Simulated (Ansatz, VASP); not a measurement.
# One calculation of Rh, two programs

```
CELL_PARAMETERS angstrom
3.82994 0.00000 0.00000
0.00000 -3.82994 0.00000
0.00000 0.00000 -3.82994
ATOMIC_POSITIONS crystal
Rh 0.00000 0.50000 0.50000
Rh 0.50000 0.00000 0.50000
Rh 0.50000 0.50000 0.00000
Rh 0.00000 0.00000 0.00000
```

Alike in both runs: functional PBE; k mesh 12 × 12 × 12; occupations gaussian, width 0.1 eV; no spin polarisation.

Ansatz relaxed the structure, and its values are those at the end. VASP's run is a single point on that final structure, the one shown.

|  | VASP | Ansatz |
| --- | --- | --- |
| version | VASP 6.6.1 | Ansatz 0.2.0 |
| potentials or method | VASP PAW PBE potentials, release 64 (Rh_pv) | scalar-relativistic, plane waves, PAW |
| plane-wave cutoff (eV) | 520 | 420 |
| valence electrons in the cell | 60 | 68 |

VASP gave:

```
gap on the k mesh at the Fermi level (eV) : none
pressure (GPa)                            : 0.0
```

Question: What did Ansatz give for the same quantities?

Answer: gap on the k mesh at the Fermi level (eV): none; pressure (GPa): -0.1.

A gap of «none» marks a metal or a gap that the smearing closes. The two sets of potentials don't hold the same shells in valence.
